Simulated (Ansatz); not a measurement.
**AlCu: band structure with r2SCAN**

The system is AlCu.

```
Al Cu
1.0
     0.00000    2.25677    2.25677
     2.25677    0.00000    2.25677
     2.25677    2.25677    0.00000
Al Cu
1 1
Direct
  0.75000 0.75000 0.75000
  0.00000 0.00000 0.00000
```

The cell was built by a generator and needn't be a form met in nature.

| Property | Result |
| --- | --- |
| Program | Ansatz 0.2.0 |
| Task | band structure |
| Functional | r2SCAN |
| Potentials or basis | Ansatz PAW |
| Cutoff | 500 eV (not typed: the program's choice for these potentials) |
| k mesh | 10 × 10 × 10 |
| Occupations | fermi-dirac, width 0.05 eV |
| Spin | no spin polarisation |
| Path | [["G", "X", "W", "K", "G", "L", "U", "W", "L", "K"], ["U", "X"]] |
| Points for each segment of the path | 14 |

```
Pressure               : 111.3 GPa
Band gap on the k mesh : none (metal or under the smearing width)
```

Levels at the corners of the path, in eV from the Fermi level:
```
point  band 8  band 9  band 10  band 11  band 12  band 13  band 14  band 15
    Γ   -6.58   -5.93    -5.93     7.71     7.71     7.71    10.69    10.69
    X   -5.78   -5.54    -4.75    -3.14     1.14     1.14     5.11     7.46
    W   -5.99   -5.77    -3.24    -2.30    -1.89    -0.84    11.05    12.01
    K   -5.90   -5.78    -3.73    -3.10    -2.00     2.32     6.70    11.78
    Γ   -6.58   -5.93    -5.93     7.71     7.71     7.71    10.69    10.69
    L   -6.49   -5.71    -5.71    -4.54     5.71     5.71     9.50     9.50
    U   -5.90   -5.78    -3.73    -3.10    -2.00     2.32     6.70    11.78
    W   -5.99   -5.77    -3.24    -2.30    -1.89    -0.84    11.05    12.01
    L   -6.49   -5.71    -5.71    -4.54     5.71     5.71     9.50     9.50
    K   -5.90   -5.78    -3.73    -3.10    -2.00     2.32     6.70    11.78
    U   -5.90   -5.78    -3.73    -3.10    -2.00     2.32     6.70    11.78
    X   -5.78   -5.54    -4.75    -3.14     1.14     1.14     5.11     7.46
```

Wall time 4.2 s on 2 threads of Arm Neoverse V2 (shared host), peak memory 0.37 GiB.

Caveat: a pressure of tens of GPa on the cell as given is suspect, and the run, the potentials or the cell itself is likely at fault; the PAW data sets come from PBE, with cores solved anew for the run's functional, which leaves a small shift of forces and pressure.
